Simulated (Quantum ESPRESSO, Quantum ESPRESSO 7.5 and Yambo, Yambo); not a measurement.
# A GW chain in Yambo: AgBr (Fm-3m)

Aim: the G0W0 gap of AgBr (Fm-3m) on PBE, step by step.

Main program and level: Quantum ESPRESSO 7.5 and Yambo 5.3.0; PBE and many-body steps on it, plane waves.

Report form: the programs' logs are mostly left out.

The database entry behind the starting cell differs from later determinations by our own check (about 0.6 % short of the room-temperature cell), so it need not match the best structure at ambient conditions.

### Step 1. The starting structure

The structure is cubic, space group Fm-3m (No. 225). Conventional cell: a = 5.740 Å, b = 5.740 Å, c = 5.740 Å, α = 90.00°, β = 90.00°, γ = 90.00°. Nearest to Ag lie 6 Br at 2.87 Å. Nearest to Br lie 6 Ag at 2.87 Å. Farther neighbours and most contacts between anions are not listed.

The cell and positions come from the Crystallography Open Database and are kept as given unless a step says otherwise.

### Step 2. Ground state

This step: Quantum ESPRESSO 7.5; DFT, PBE, plane waves, norm-conserving pseudopotentials.

The ground-state density comes first.

The input, pw.in:

```
&control
  calculation = 'scf'
  prefix = 'x'
  outdir = 'o'
  pseudo_dir = 'pseudo'
/
&system
  ibrav = 0
  nat = 2
  ntyp = 2
  ecutwfc = 76.0
  nbnd = 23
  force_symmorphic = .true.
/
&electrons
  conv_thr = 1e-10
  electron_maxstep = 80
  mixing_beta = 0.5
/
ATOMIC_SPECIES
  Ag 107.87 Ag.upf
  Br 79.904 Br.upf
CELL_PARAMETERS angstrom
  -0.0000000000 2.8701500000 2.8701500000
  2.8701500000 0.0000000000 2.8701500000
  2.8701500000 2.8701500000 0.0000000000
ATOMIC_POSITIONS crystal
  Ag 0.0000000000 0.0000000000 0.0000000000
  Br 0.5000000000 0.5000000000 0.5000000000
K_POINTS automatic
  6 6 6 0 0 0
```

Command:

```bash
> OMP_NUM_THREADS=1 mpirun -n 4 pw.x -nk 4 -in pw.in > pw.out
```

The job ended after 7 s (4 MPI ranks of Arm Neoverse V1, shared host; peak memory 0.28 GiB).

Numbers from this step:

```yaml
total_energy: -7902.6611 eV
gap: 0.6724 eV
k_of_the_valence_top: 0, 0, -0.5
k_of_the_conduction_bottom: 0, 0, 0
least_direct_gap: 2.604 eV
```

The gap is indirect, with the least direct gap 1.93 eV higher.

### Step 3. Bands along the symmetry lines

Levels along a band path, at the cheap level, show where the edges lie and whether the meshes to come will hold them.

The input, pw.in:

```
&control
  calculation = 'bands'
  prefix = 'x'
  outdir = 'o'
  pseudo_dir = 'pseudo'
/
&system
  ibrav = 0
  nat = 2
  ntyp = 2
  ecutwfc = 76.0
  nbnd = 24
  force_symmorphic = .true.
/
&electrons
  conv_thr = 1e-9
  electron_maxstep = 80
  diago_full_acc = .true.
  diago_thr_init = 5e-6
/
ATOMIC_SPECIES
  Ag 107.87 Ag.upf
  Br 79.904 Br.upf
CELL_PARAMETERS angstrom
  -0.0000000000 2.8701500000 2.8701500000
  2.8701500000 0.0000000000 2.8701500000
  2.8701500000 2.8701500000 0.0000000000
ATOMIC_POSITIONS crystal
  Ag 0.0000000000 0.0000000000 0.0000000000
  Br 0.5000000000 0.5000000000 0.5000000000
K_POINTS crystal
  50
  0.00000000 0.00000000 0.00000000 1
  0.06250000 0.00000000 0.06250000 1
  0.12500000 0.00000000 0.12500000 1
  0.18750000 0.00000000 0.18750000 1
  0.25000000 0.00000000 0.25000000 1
  0.31250000 0.00000000 0.31250000 1
  0.37500000 0.00000000 0.37500000 1
  0.43750000 0.00000000 0.43750000 1
  0.50000000 0.00000000 0.50000000 1
  0.51562500 0.03125000 0.51562500 1
  0.53125000 0.06250000 0.53125000 1
  0.54687500 0.09375000 0.54687500 1
  0.56250000 0.12500000 0.56250000 1
  0.57812500 0.15625000 0.57812500 1
  0.59375000 0.18750000 0.59375000 1
  0.60937500 0.21875000 0.60937500 1
  0.62500000 0.25000000 0.62500000 1
  0.37500000 0.37500000 0.75000000 1
  0.32812500 0.32812500 0.65625000 1
  0.28125000 0.28125000 0.56250000 1
  0.23437500 0.23437500 0.46875000 1
  0.18750000 0.18750000 0.37500000 1
  0.14062500 0.14062500 0.28125000 1
  0.09375000 0.09375000 0.18750000 1
  0.04687500 0.04687500 0.09375000 1
  0.00000000 0.00000000 0.00000000 1
  0.06250000 0.06250000 0.06250000 1
  0.12500000 0.12500000 0.12500000 1
  0.18750000 0.18750000 0.18750000 1
  0.25000000 0.25000000 0.25000000 1
  0.31250000 0.31250000 0.31250000 1
  0.37500000 0.37500000 0.37500000 1
  0.43750000 0.43750000 0.43750000 1
  0.50000000 0.50000000 0.50000000 1
  0.50000000 0.46875000 0.53125000 1
  0.50000000 0.43750000 0.56250000 1
  0.50000000 0.40625000 0.59375000 1
  0.50000000 0.37500000 0.62500000 1
  0.50000000 0.34375000 0.65625000 1
  0.50000000 0.31250000 0.68750000 1
  0.50000000 0.28125000 0.71875000 1
  0.50000000 0.25000000 0.75000000 1
  0.50000000 0.21875000 0.71875000 1
  0.50000000 0.18750000 0.68750000 1
  0.50000000 0.15625000 0.65625000 1
  0.50000000 0.12500000 0.62500000 1
  0.50000000 0.09375000 0.59375000 1
  0.50000000 0.06250000 0.56250000 1
  0.50000000 0.03125000 0.53125000 1
  0.50000000 0.00000000 0.50000000 1
```

It took 5.4 s on 4 MPI ranks; peak memory 0.23 GiB; 21 s of CPU time.

Numbers from this step:

```yaml
gap: 0.6724 eV
k_of_the_valence_top: 0.5, 0.5, 0.5
k_of_the_conduction_bottom: 0, 0, 0
least_direct_gap: 2.604 eV
```

The gap is 0.672 eV, as in the run before at this level.

The electronic bands at the labelled points (eV, zero at the top of the highest filled band):

| point | band 15 | band 16 | band 17 | band 18 | band 19 | band 20 | band 21 | band 22 |
| --- | --- | --- | --- | --- | --- | --- | --- | --- |
| Γ | -2.79 | -1.93 | -1.93 | -1.93 | 0.67 | 9.93 | 9.93 | 9.93 |
| halfway | -2.72 | -1.86 | -1.86 | -1.64 | 3.28 | 6.69 | 7.83 | 9.50 |
| X | -2.63 | -2.39 | -2.39 | -2.28 | 1.60 | 7.06 | 9.07 | 11.06 |
| halfway | -2.40 | -2.34 | -2.13 | -1.99 | 2.02 | 7.07 | 8.81 | 10.41 |
| U | -2.44 | -2.22 | -2.02 | -1.21 | 2.97 | 6.84 | 8.24 | 9.19 |
| jump to K | -2.44 | -2.22 | -2.02 | -1.21 | 2.97 | 6.84 | 8.24 | 9.19 |
| halfway | -2.56 | -2.06 | -1.79 | -0.21 | 3.79 | 6.49 | 7.48 | 7.82 |
| Γ | -2.79 | -1.93 | -1.93 | -1.93 | 0.67 | 9.93 | 9.93 | 9.93 |
| halfway | -2.65 | -2.31 | -0.77 | -0.77 | 2.88 | 7.17 | 8.24 | 8.24 |
| L | -2.49 | -2.15 | 0.00 | 0.00 | 3.74 | 6.59 | 6.77 | 6.77 |
| halfway | -2.48 | -2.20 | -1.20 | -0.61 | 4.50 | 5.25 | 7.84 | 7.93 |
| W | -2.37 | -2.29 | -2.29 | -1.53 | 3.79 | 7.15 | 7.68 | 7.68 |
| halfway | -2.39 | -2.38 | -2.33 | -1.77 | 2.46 | 7.16 | 8.58 | 9.12 |
| X | -2.63 | -2.39 | -2.39 | -2.28 | 1.60 | 7.06 | 9.07 | 11.06 |

### Step 4. Empty states on the mesh, 4×4×4 mesh, 245 bands

The sums over transitions need many empty states on a uniform mesh; this step solves for them.

The input, pw.in:

```
&control
  calculation = 'nscf'
  prefix = 'x'
  outdir = 'o'
  pseudo_dir = 'pseudo'
/
&system
  ibrav = 0
  nat = 2
  ntyp = 2
  ecutwfc = 76.0
  nbnd = 245
  force_symmorphic = .true.
/
&electrons
  conv_thr = 1e-9
  electron_maxstep = 80
  diago_full_acc = .true.
  diago_thr_init = 5e-6
/
ATOMIC_SPECIES
  Ag 107.87 Ag.upf
  Br 79.904 Br.upf
CELL_PARAMETERS angstrom
  -0.0000000000 2.8701500000 2.8701500000
  2.8701500000 0.0000000000 2.8701500000
  2.8701500000 2.8701500000 0.0000000000
ATOMIC_POSITIONS crystal
  Ag 0.0000000000 0.0000000000 0.0000000000
  Br 0.5000000000 0.5000000000 0.5000000000
K_POINTS automatic
  4 4 4 0 0 0
```

The job ended after 21 s (4 MPI ranks; peak memory 0.51 GiB; 84 s of CPU time).

Numbers from this step:

```
gap                                                           : 0.6724 eV
k of the valence top                                          : 0, 0, -0.5
k of the conduction bottom                                    : 0, 0, 0
least direct gap                                              : 2.604 eV
k points computed                                             : 8
lowest point of the top converged band, above the valence top : 154.4163 eV
```

On this mesh the gap is 0.672 eV.

### Step 5. Conversion and set-up

This step: Yambo 5.3.0; conversion and set-up on PBE, plane waves, norm-conserving pseudopotentials.

The states are converted to the many-body program's format and the q mesh is built.

Command:

```bash
> (cd o/x.save; p2y > p2y.log; mv SAVE ../..); yambo > setup.log
```

Run time: 2.5 s. Hardware: 1 MPI rank; peak memory 0.25 GiB.

### Step 6. Screening and self-energy, 4×4×4 mesh, 245 bands, screening to 231.3 eV

Now the one-shot GW correction: screening in the RPA, then the self-energy of the levels asked for.

This step: G0W0 on PBE, plane waves, norm-conserving pseudopotentials.

The input, gw1.in:

```
HF_and_locXC
gw0
dyson
ppa
em1d
rim_cut
RandQpts= 1000000
RandGvec= 1 RL
EXXRLvcs= 76 Ry
VXCRLvcs= 304 Ry
Chimod= "HARTREE"
% BndsRnXp
 1 | 245 |
%
NGsBlkXp= 17 Ry
% LongDrXp
 1 | 1 | 1 |
%
% GbndRnge
 1 | 245 |
%
DysSolver= "n"
ExtendOut
PPAPntXp= 27.21138 eV
% QPkrange
 3 | 3 | 17 | 20 |
 1 | 1 | 17 | 20 |
%
```

Command:

```bash
> OMP_NUM_THREADS=1 mpirun -n 4 yambo -F gw1.in -J gw1 -C gw1 > gw1.log
```

Wall time 6.3 min (4 MPI ranks); peak memory 2 GiB.

This step gave:

| Property | Result |
| --- | --- |
| G0W0 gap on the points computed | 2.086 eV |
| starting gap on the mesh | 0.6724 eV |
| k of the valence top | 0, 0, -0.5 |
| k of the conduction bottom | 0, 0, 0 |
| least direct G0W0 gap on the computed points | 4.523 eV |
| Z at the valence top | 0.8016 |
| Z at the conduction bottom | 0.8278 |

The gap on the mesh goes from 0.67 eV to 2.09 eV, a correction of +1.41 eV.

Limits: finite bands, cutoff and mesh; d shell near the gap, gap tends to lie low; no spin-orbit coupling; coarse k mesh. v1 is the top filled band, c1 the lowest empty one. The levels before and after the correction (eV, zero at the valence-band top of each column):

|  | conduction bottom | valence top |
| --- | --- | --- |
| Kohn-Sham | 0.67 | 0.00 |
| G0W0 | 2.09 | 0.00 |

|  | level | energy (eV) |
| --- | --- | --- |
| Kohn-Sham | Γ v2-v1 | -1.932 |
| Kohn-Sham | Γ c1 | 0.672 |
| Kohn-Sham | Γ c2 | 9.929 |
| Kohn-Sham | (0 0 -0.5) v2-v1 | 0.000 |
| Kohn-Sham | (0 0 -0.5) c1 | 3.740 |
| Kohn-Sham | (0 0 -0.5) c2 | 6.595 |
| G0W0 | Γ v2-v1 | -2.437 |
| G0W0 | Γ c1 | 2.086 |
| G0W0 | Γ c2 | 11.934 |
| G0W0 | (0 0 -0.5) v2-v1 | 0.000 |
| G0W0 | (0 0 -0.5) c1 | 5.175 |
| G0W0 | (0 0 -0.5) c2 | 8.074 |

### Step 7. Where the time went

Times are wall times on the hardware named with each run, good to a factor of about two.

| step | time | share | memory (GiB) |
| --- | --- | --- | --- |
| ground state | 7 s | 2 % | 0.28 |
| bands along the symmetry lines | 5.4 s | 1 % | 0.23 |
| empty states on the mesh | 21 s | 5 % | 0.51 |
| conversion and set-up | 2.5 s | 1 % | 0.25 |
| screening and self-energy | 6.3 min | 91 % | 2.0 |

### Step 8. Summary of results

* PBE gap: 0.67 eV, indirect
* G0W0 gap on the mesh: 2.09 eV
* GW settings: 4×4×4 mesh, 245 bands, screening to 231.3 eV, Godby-Needs plasmon pole
* known limits: not at the basis limit; d shell near the gap, gap tends to lie low; no spin-orbit coupling; coarse k mesh

What this shows: G0W0 moves the gap on the mesh from 0.67 eV to 2.09 eV (+1.41 eV), with Z of 0.80 and 0.83 at the edges. Only 2 of the mesh's irreducible points were corrected, so a valley elsewhere could overtake. The dearest step here is «screening and self-energy». Bands and cutoff are finite, so the gap is not at the basis limit. The miss can reach some tenths of an eV and take either sign; the mesh is an error of its own. In the G0W0 run levels were corrected at 2 k points alone, so a gap called «on the mesh» is the least over those, and an edge elsewhere would be missed. The 4×4×4 mesh is coarse for this cell, which bears on the long-range parts of exchange and screening. A d shell, filled or nearly so, lies near the gap. One-shot GW converges very slowly in bands there, not always from below, and on a semilocal start the gap tends to come out low; starts rich in exact exchange can overshoot instead. The many-body steps are scalar-relativistic: spin-orbit coupling is not in them.

[Paths, hosts, dates, memory and timing lines, banners, echoed tables and standing remarks are left out of the program output.]

[Logs are printed without paths, hosts, clocks, repeated set-up lines and the standing remarks that a program may print on its own settings, such as how far it seeks lower states.]

[Runs of the session that timed out or met a known fault of the program may be left out.]

[Hosts, paths, dates, database ids (printed as entryN), source tags and the programs' standing remarks are cut or masked in the printed files.]
